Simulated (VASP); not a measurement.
# ScAl3N4 (Cmc2_1) in VASP: Born charges and dielectric tensor with PBE

Aim: the Born charges and dielectric tensor of ScAl3N4 with PBE.

Everything below comes from runs of VASP 6.6.1. Logs are shortened: lines on timing, memory, paths and dates and some standing lists are left out, and cuts for length are marked.

### 1 The structure

It takes space group Cmc2_1 (No. 36, orthorhombic). The conventional cell has a = 6.374 Å, b = 11.040 Å, c = 4.957 Å, α = 90.00°, β = 90.00°, γ = 90.00°. Al (site symmetry 1) has 4 N at 1.89 to 1.93 Å as nearest neighbours. Around Al (site symmetry m) lie 4 N at 1.89 to 1.93 Å. Around Sc (site symmetry m) lie 4 N at 1.89 to 1.93 Å. Around N (site symmetry 1) lie 3 Al at 1.89 to 1.93 Å and 1 Sc at 1.93 Å. N (site symmetry m) is surrounded by 2 Sc at 1.89 to 1.93 Å and 2 Al at 1.93 Å. N (site symmetry m) is surrounded by 4 Al at 1.89 to 1.93 Å.

The cell comes from a database or a generator and needn't be the stable form of this composition.

### 2 Born charges and dielectric tensor, PBE

INCAR

```
SYSTEM = ScAl3N4
  PREC = Accurate
  ENCUT = 520
  EDIFF = 1E-8
  ISMEAR = -1
  SIGMA = 0.05
  LREAL = .False.
  LASPH = .True.
  NELM = 100
  ALGO = Fast
  ISIF = 2
  LWAVE = .False.
  LCHARG = .False.
  GGA = PE
  LEPSILON = .True.
```

KPOINTS

```
Automatic mesh
0
Gamma
  4 4 5
  0 0 0
```

POSCAR

```
ScAl3N4
1.0
    6.3740000000      0.0000000000      0.0000000000
   -3.1870000000      5.5200459237      0.0000000000
    0.0000000000      0.0000000000      4.9570000000
Al Sc N
6 2 8
Direct
    0.1666666667      0.3333333333      0.0000000000
    0.1666666667      0.8333333333      0.0000000000
    0.6666666667      0.8333333333      0.0000000000
    0.3333333333      0.6666666667      0.5000000000
    0.8333333333      0.1666666667      0.5000000000
    0.8333333333      0.6666666667      0.5000000000
    0.6666666667      0.3333333333      0.0000000000
    0.3333333333      0.1666666667      0.5000000000
    0.1666666667      0.3333333333      0.3820000000
    0.1666666667      0.8333333333      0.3820000000
    0.6666666667      0.3333333333      0.3820000000
    0.6666666667      0.8333333333      0.3820000000
    0.3333333333      0.1666666667      0.8820000000
    0.3333333333      0.6666666667      0.8820000000
    0.8333333333      0.1666666667      0.8820000000
    0.8333333333      0.6666666667      0.8820000000
```

Potentials or basis: VASP PAW PBE potentials, release 64 (Al, Sc_sv, N).

Started as:

```bash
> cat potpaw_PBE.64/Al/POTCAR potpaw_PBE.64/Sc_sv/POTCAR potpaw_PBE.64/N/POTCAR > POTCAR
> mpirun -np 1 vasp_std > vasp.out
```

OUTCAR:

```text
SYSTEM = ScAl3N4
   PREC = Accurate
   ENCUT = 520
   EDIFF = 1E-8
   ISMEAR = -1
   LREAL = .False.
   LASPH = .True.
   NELM = 100
   ISIF = 2
   GGA = PE
   LEPSILON = .True.

 ion  position               nearest neighbor table
   1  0.167  0.333  0.000-   9 1.89  13 1.93  14 1.93  15 1.93   8 3.09   8 3.09   4 3.09   4 3.09
                             5 3.09   5 3.09   2 3.19   3 3.19   2 3.19   3 3.19   7 3.19   7 3.19
   2  0.167  0.833  0.000-  10 1.89  14 1.93  13 1.93  16 1.93   4 3.09   4 3.09   8 3.09   8 3.09
                             6 3.09   6 3.09   1 3.19   7 3.19   1 3.19   7 3.19   3 3.19   3 3.19
   3  0.667  0.833  0.000-  12 1.89  16 1.93  15 1.93  14 1.93   6 3.09   6 3.09   5 3.09   5 3.09
                             4 3.09   4 3.09   7 3.19   1 3.19   7 3.19   1 3.19   2 3.19   2 3.19
   4  0.333  0.667  0.500-  14 1.89  10 1.93   9 1.93  12 1.93   2 3.09   2 3.09   1 3.09   1 3.09
                             3 3.09   3 3.09   8 3.19   5 3.19   8 3.19   5 3.19   6 3.19   6 3.19
   5  0.833  0.167  0.500-  15 1.89  11 1.93  12 1.93   9 1.93   7 3.09   7 3.09   3 3.09   3 3.09
                             1 3.09   1 3.09   4 3.19   6 3.19   6 3.19   4 3.19   8 3.19   8 3.19
   6  0.833  0.667  0.500-  16 1.89  12 1.93  11 1.93  10 1.93   3 3.09   3 3.09   7 3.09   7 3.09
                             2 3.09   2 3.09   8 3.19   5 3.19   5 3.19   8 3.19   4 3.19   4 3.19
   7  0.667  0.333  0.000-  11 1.89  15 1.93  16 1.93  13 1.93   5 3.09   5 3.09   6 3.09   6 3.09
                             8 3.09   8 3.09   2 3.19   3 3.19   3 3.19   2 3.19   1 3.19   1 3.19
   8  0.333  0.167  0.500-  13 1.89   9 1.93  10 1.93  11 1.93   1 3.09   1 3.09   2 3.09   2 3.09
                             7 3.09   7 3.09   4 3.19   6 3.19   4 3.19   6 3.19   5 3.19   5 3.19
   9  0.167  0.333  0.382-   1 1.89   8 1.93   4 1.93   5 1.93
  10  0.167  0.833  0.382-   2 1.89   4 1.93   8 1.93   6 1.93
  11  0.667  0.333  0.382-   7 1.89   5 1.93   6 1.93   8 1.93
  12  0.667  0.833  0.382-   3 1.89   6 1.93   5 1.93   4 1.93
  13  0.333  0.167  0.882-   8 1.89   1 1.93   2 1.93   7 1.93
  14  0.333  0.667  0.882-   4 1.89   2 1.93   1 1.93   3 1.93
  15  0.833  0.167  0.882-   5 1.89   7 1.93   3 1.93   1 1.93
  16  0.833  0.667  0.882-   6 1.89   3 1.93   7 1.93   2 1.93

  LATTYP: Found a hexagonal cell.
 ALAT       =     6.3740000000
 C/A-ratio  =     0.7776906181

  Lattice vectors:

 A1 = (   6.3740000000,   0.0000000000,   0.0000000000)
 A2 = (  -3.1870000000,   5.5200459237,   0.0000000000)
 A3 = (   0.0000000000,   0.0000000000,   4.9570000000)

Analysis of symmetry for initial positions (statically):
=====================================================================
 Subroutine PRICEL returns:
 Original cell was already a primitive cell.

 Routine SETGRP: Setting up the symmetry group for a
 hexagonal supercell.

 Subroutine GETGRP returns: Found  4 space group operations
 (whereof  2 operations were pure point group operations)
 out of a pool of 24 trial point group operations.

The static configuration has the point symmetry C_1h.
 The point group associated with its full space group is C_2v.

Analysis of symmetry for dynamics (positions and initial velocities):
=====================================================================
 Subroutine PRICEL returns:
 Original cell was already a primitive cell.

 Routine SETGRP: Setting up the symmetry group for a
 hexagonal supercell.

 Subroutine GETGRP returns: Found  4 space group operations
 (whereof  2 operations were pure point group operations)
 out of a pool of 24 trial point group operations.

The dynamic configuration has the point symmetry C_1h.
 The point group associated with its full space group is C_2v.

 Subroutine INISYM returns: Found  4 space group operations
 (whereof  2 operations are pure point group operations),
 and found     1 'primitive' translations

----------------------------------------------------------------------------------------

                                     Primitive cell

  volume of cell :     174.4109

  direct lattice vectors                    reciprocal lattice vectors
     6.374000000  0.000000000  0.000000000     0.156887355  0.090578957  0.000000000
    -3.187000000  5.520045924  0.000000000     0.000000000  0.181157913  0.000000000
     0.000000000  0.000000000  4.957000000     0.000000000  0.000000000  0.201734920

  length of vectors
[... 1250 lines left out ...]
  -------------------------------------------------------------------------------------
  Total       13.6487249     13.6517969     21.2005096     -0.0026604      0.0000000      0.0000000
  in kB      125.3802105    125.4084307    194.7525771     -0.0244394      0.0000000      0.0000000
  external PRESSURE =     148.5137395 kB  Pullay stress =       0.0000000 kB

 VOLUME and BASIS-vectors are now :
 -----------------------------------------------------------------------------
  energy-cutoff  :      520.00
  volume of cell :      174.41
      direct lattice vectors                 reciprocal lattice vectors
     6.374000000  0.000000000  0.000000000     0.156887355  0.090578957  0.000000000
    -3.187000000  5.520045924  0.000000000     0.000000000  0.181157913  0.000000000
     0.000000000  0.000000000  4.957000000     0.000000000  0.000000000  0.201734920

 POSITION                                       TOTAL-FORCE (eV/Angst)
 -----------------------------------------------------------------------------------
      0.00000      1.84002      0.00000        -0.214806     -0.141865     -0.228986
     -1.59350      4.60004      0.00000        -0.230262     -0.115095     -0.228986
      1.59350      4.60004      0.00000         0.237570      0.137161     -0.430942
     -0.00000      3.68003      2.47850        -0.237570     -0.137161     -0.430942
      4.78050      0.92001      2.47850         0.214806      0.141865     -0.228986
      3.18700      3.68003      2.47850         0.230262      0.115095     -0.228986
[... 8 lines left out ...]
      4.78050      0.92001      4.37207         2.867667     -1.700684     -0.643782
      3.18700      3.68003      4.37207        -0.039002      3.333815     -0.643782
 -----------------------------------------------------------------------------------
    total drift:                                0.000002      0.000000     -0.001834

  FREE ENERGIE OF THE ION-ELECTRON SYSTEM (eV)
  ---------------------------------------------------
  free  energy   TOTEN  =      -122.1868458637 eV

  energy  without entropy=     -122.1868458636  energy(sigma->0) =     -122.18684586

 HEAD OF MICROSCOPIC STATIC DIELECTRIC TENSOR (INDEPENDENT PARTICLE, excluding Hartree and local field effects)
 ------------------------------------------------------
           5.243811    -0.012041     0.000000
          -0.012041     5.257714     0.000000
           0.000000     0.000000     5.423935
 ------------------------------------------------------

 Free energy of the ion-electron system (eV)
  ---------------------------------------------------
  ---------------------------------------------------
  free energy    TOTEN  =        -2.10485918 eV

  energy without entropy =       -2.10485918

------------------------ aborting loop because EDIFF is reached ----------------------------------------

--------------------------------------- Ionic step        2  -------------------------------------------

------------------------ aborting loop because EDIFF is reached ----------------------------------------

--------------------------------------- Ionic step        3  -------------------------------------------

 Free energy of the ion-electron system (eV)
  ---------------------------------------------------
  ---------------------------------------------------
  free energy    TOTEN  =        -2.21403319 eV

  energy without entropy =       -2.21403319

------------------------ aborting loop because EDIFF is reached ----------------------------------------

 PIEZOELECTRIC TENSOR FIELD DIRECTION 3  (e Angst)
 -----------------------------------------------------------------------------
     3.75417 -0.07702  0.00000           ( -0.12946  0.00508  0.00000)
    -0.07702  3.84311  0.00000           (  0.00508 -0.13533  0.00000)
     0.00000  0.00000 -5.14866           (  0.00000  0.00000  0.51206)

 PIEZOELECTRIC TENSOR FIELD DIRECTION 3  (C/m^2)
 -----------------------------------------------------------------------------
     0.34487 -0.00708  0.00000
    -0.00708  0.35304  0.00000
     0.00000  0.00000 -0.47297

 MACROSCOPIC STATIC DIELECTRIC TENSOR (including local field effects in DFT)
 ------------------------------------------------------
           5.013358    -0.012308     0.000000
          -0.012308     5.027569     0.000000
           0.000000     0.000000     5.245218
 ------------------------------------------------------

 PIEZOELECTRIC TENSOR (including local field effects)  for field in x, y, z        (e  Angst)
          XX          YY          ZZ          XY          YZ          ZX
  --------------------------------------------------------------------------------
  x     0.00000     0.00000     0.00000     0.00000    -0.13648     4.08306
  y    -0.00000     0.00000     0.00000     0.00000     4.24066    -0.13648
  z     3.75417     3.84311    -5.14866    -0.07702     0.00000     0.00000

 PIEZOELECTRIC TENSOR (including local field effects)  for field in x, y, z        (C/m^2)
          XX          YY          ZZ          XY          YZ          ZX
  --------------------------------------------------------------------------------
  x     0.00000     0.00000     0.00000     0.00000    -0.01254     0.37508
  y    -0.00000     0.00000     0.00000     0.00000     0.38956    -0.01254
  z     0.34487     0.35304    -0.47297    -0.00708     0.00000     0.00000

 BORN EFFECTIVE CHARGES (including local field effects) (in |e|, cummulative output)
 ---------------------------------------------------------------------------------
 ion    1
    1     2.80200     0.00470     0.05332
    2    -0.00078     2.48637    -0.05389
    3    -0.07307     0.00774     2.76781
 ion    2
    1     2.56698     0.13491    -0.02001
    2     0.14039     2.72139     0.07312
    3    -0.02983    -0.06715     2.76781
 ion    3
    1     2.51364    -0.14161     0.02243
    2    -0.14161     2.67716     0.01295
    3     0.03021     0.01744     2.66156
 ion    4
    1     2.51364    -0.14161    -0.02243
    2    -0.14161     2.67716    -0.01295
    3    -0.03021    -0.01744     2.66156
 ion    5
[... 32 lines left out ...]
    1    -2.69237    -0.24311    -0.11032
    2    -0.24311    -2.41165    -0.06370
    3    -0.10090    -0.05825    -3.40978
 ion   14
    1    -2.56143     0.04437    -0.02209
    2     0.04437    -2.61266    -0.01275
    3     0.01378     0.00796    -2.69117
 ion   15
    1    -2.95243     0.23212     0.13483
    2     0.24938    -2.57752    -0.06679
    3     0.12560    -0.08202    -2.66398
 ion   16
    1    -2.46275    -0.03334     0.00957
    2    -0.05060    -3.06720     0.15016
    3    -0.00823     0.14979    -2.66398
```

Run time: 39 min. Hardware: 1 thread of Intel Xeon 6975P-C (Granite Rapids), shared host; peak memory 0.93 GiB.

Results:

- Band gap on the k mesh: 4.18 eV, indirect (least direct gap 4.30 eV)
- Electronic dielectric tensor (diagonal): 5.01, 5.03, 5.25
- Born charges (mean of the diagonal): Al +2.69, +2.62; Sc +2.93; N -2.73, -2.84, -2.62 e

Levels at points of the mesh, in eV from the valence-band top:
```tsv
k point	band 36	band 37	band 38	band 39	band 40	band 41	band 42	band 43	band 44	band 45
(0.00, 0.00, 0.00)	-0.35	-0.33	-0.31	-0.22	-0.12	4.18	4.67	4.73	4.75	5.34
(0.50, 0.00, 0.00)	-0.73	-0.47	-0.37	-0.13	0.00	4.80	5.24	5.37	5.49	5.78
(0.00, 0.50, 0.00)	-0.51	-0.34	-0.24	-0.10	-0.03	4.76	5.09	5.46	5.47	6.11
```

Electronic dielectric tensor:
```
 5.01 -0.01  0.00
-0.01  5.03  0.00
 0.00  0.00  5.25
```

Born effective charge tensors (e):
atom 1, Al
```
 2.80  0.00  0.05
 0.00  2.49 -0.05
-0.07  0.01  2.77
```
atom 2, Al
```
 2.57  0.13 -0.02
 0.14  2.72  0.07
-0.03 -0.07  2.77
```
atom 3, Al
```
 2.51 -0.14  0.02
-0.14  2.68  0.01
 0.03  0.02  2.66
```
atom 4, Al
```
 2.51 -0.14 -0.02
-0.14  2.68 -0.01
-0.03 -0.02  2.66
```
atom 5, Al
```
 2.80  0.00 -0.05
 0.00  2.49  0.05
 0.07 -0.01  2.77
```
atom 6, Al
```
 2.57  0.13  0.02
 0.14  2.72 -0.07
 0.03  0.07  2.77
```
atom 7, Sc
```
 2.79  0.00 -0.03
 0.00  2.78 -0.02
 0.03  0.02  3.23
```
atom 8, Sc
```
 2.79  0.00  0.03
 0.00  2.78  0.02
-0.03 -0.02  3.23
```
atom 9, N
```
-2.95  0.23 -0.13
 0.25 -2.58  0.07
-0.13  0.08 -2.66
```
atom 10, N
```
-2.46 -0.03 -0.01
-0.05 -3.07 -0.15
 0.01 -0.15 -2.66
```
atom 11, N
```
-2.69 -0.24  0.11
-0.24 -2.41  0.06
 0.10  0.06 -3.41
```
atom 12, N
```
-2.56  0.04  0.02
 0.04 -2.61  0.01
-0.01 -0.01 -2.69
```
atom 13, N
```
-2.69 -0.24 -0.11
-0.24 -2.41 -0.06
-0.10 -0.06 -3.41
```
atom 14, N
```
-2.56  0.04 -0.02
 0.04 -2.61 -0.01
 0.01  0.01 -2.69
```
atom 15, N
```
-2.95  0.23  0.13
 0.25 -2.58 -0.07
 0.13 -0.08 -2.66
```
atom 16, N
```
-2.46 -0.03  0.01
-0.05 -3.07  0.15
-0.01  0.15 -2.66
```

Caveat: an odd mesh through Γ misses points on the zone boundary, where band edges often lie.
